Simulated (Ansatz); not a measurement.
## Au under pressure

Theory: DFT PBEsol, scalar-relativistic, plane waves, PAW (Ansatz). Settings: 420 eV cutoff, 16×16×10 k-mesh, Gaussian smearing of 0.10 eV, no spin polarisation.

The relaxed crystal:

```xyz
2
Lattice="1.4100 -2.5170 0.0000 1.4100 2.5170 0.0000 0.0000 0.0000 4.8007" Properties=species:S:1:pos:R:3 pbc="T T T"
Au    1.4100   -0.8249    1.2002
Au    1.4100    0.8249    3.6005
```

Cell and atoms are relaxed at each pressure within the symmetry of the start, at zero temperature, so transitions that lower the symmetry aren't seen. The k-mesh given is that at zero pressure and may differ at others. a, b and c are the lengths of the cell vectors above.

Spin–orbit coupling is left out, which can shift energies with elements as heavy as these.

```
P (GPa) V (Å³/atom) V/V0  a (Å) b (Å) c (Å)
     -3        17.36  1.019  2.903  2.903  4.835
      0        17.04  1.000  2.885  2.885  4.801
      3        16.76  0.984  2.868  2.868  4.772
      8        16.35  0.960  2.844  2.844  4.728
     15        15.87  0.931  2.814  2.814  4.677
     30        15.07  0.884  2.762  2.762  4.592
     60        13.97  0.820  2.690  2.690  4.467
```

What bulk modulus and pressure derivative fit these points?

A third-order Birch–Murnaghan fit gives B0 = 172 GPa and B0' = 5.8.

This form isn't the element's structure at ambient conditions.